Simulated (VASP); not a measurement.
Input of a VASP 6.6.1 run:

File INCAR:

```
SYSTEM = BN
  PREC = Accurate
  ENCUT = 600
  EDIFF = 1E-6
  ISMEAR = -1
  SIGMA = 0.05
  LREAL = .FALSE.
  LASPH = .TRUE.
  NELM = 80
  ALGO = Normal
  ISIF = 3
  LWAVE = .FALSE.
  LCHARG = .FALSE.
  GGA = PE
  IBRION = 2
  NSW = 40
  EDIFFG = -0.005
  PSTRESS = 0
```

The input KPOINTS:

```
Automatic mesh
0
G
  16 16 16
  0 0 0
```

POSCAR

```
BN
1.0
    0.0000000000      1.8075000000      1.8075000000
    1.8075000000      0.0000000000      1.8075000000
    1.8075000000      1.8075000000      0.0000000000
B N
1 1
Direct
    0.0000000000      0.0000000000      0.0000000000
    0.2500000000      0.2500000000      0.2500000000
```

Potentials or basis: VASP PAW PBE potentials, release 64 (B, N).

Launch:

```bash
$ cat potpaw_PBE.64/B/POTCAR potpaw_PBE.64/N/POTCAR > POTCAR
$ mpirun -np 1 vasp_std > vasp.out
```

Question: Estimate the space group after relaxing (to 0.05 Å).

Answer: F-43m (No. 216).

Question: Estimate the relaxed cell.

Answer: a = 2.563 Å, b = 2.563 Å, c = 2.563 Å, α = 60.00°, β = 60.00°, γ = 60.00°.

Question: Estimate the band gap on the k mesh.

Answer: 4.45 eV, indirect (least direct gap 8.78 eV).

The path:
```csv
step,energy change (eV),largest force (eV/Å),pressure (GPa),volume (Å³)
1,0.0000,0.0000,3.02,11.81
2,0.0000,0.0000,-2.99,12.00
3,-0.0009,0.0000,0.01,11.90
```

A k mesh can miss the band edges.
